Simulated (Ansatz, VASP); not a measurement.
## SnO2: VASP beside Ansatz

```
CELL_PARAMETERS angstrom
4.83026 0.00000 0.00000
0.00000 4.83026 0.00000
0.00000 0.00000 3.24889
ATOMIC_POSITIONS crystal
Sn 0.00000 0.00000 0.00000
Sn 0.50000 0.50000 0.50000
O 0.30562 0.30562 0.00000
O 0.19438 0.80562 0.50000
O 0.69438 0.69438 0.00000
O 0.80562 0.19438 0.50000
```

Change from the starting cell: volume scaled by 1.06, crystal datasets.

Alike in both runs: task electric field gradients; functional PBE; k mesh 4 × 4 × 6; occupations fermi-dirac, width 0.03 eV; no spin polarisation.

|  | VASP | Ansatz |
| --- | --- | --- |
| version | VASP 6.6.1 | Ansatz 0.2.0 |
| potentials or method | VASP PAW PBE potentials, release 64 (Sn_d, O), cutoff 520 eV | all-electron PAW with datasets made for the crystal, scalar-relativistic |

Ansatz gave:

- pressure (GPa): -1.1
- largest component of the traceless stress (GPa): 0.64
- rms of the force components (eV/Å): 0.071
- Vzz of the field gradient on the site that differs most (V/Å²): 53.8

Estimate VASP's values.

pressure (GPa): -0.5; largest component of the traceless stress (GPa): 0.45; rms of the force components (eV/Å): 0.064; Vzz of the field gradient on the site that differs most (V/Å²): 50.0.

Atom by atom the forces differ by 0.007 eV/Å (rms over components). Ansatz ran all-electron here, so the differences hold the error of VASP's frozen core and of both bases. Ansatz warned: «gradients_without_spin_orbit».
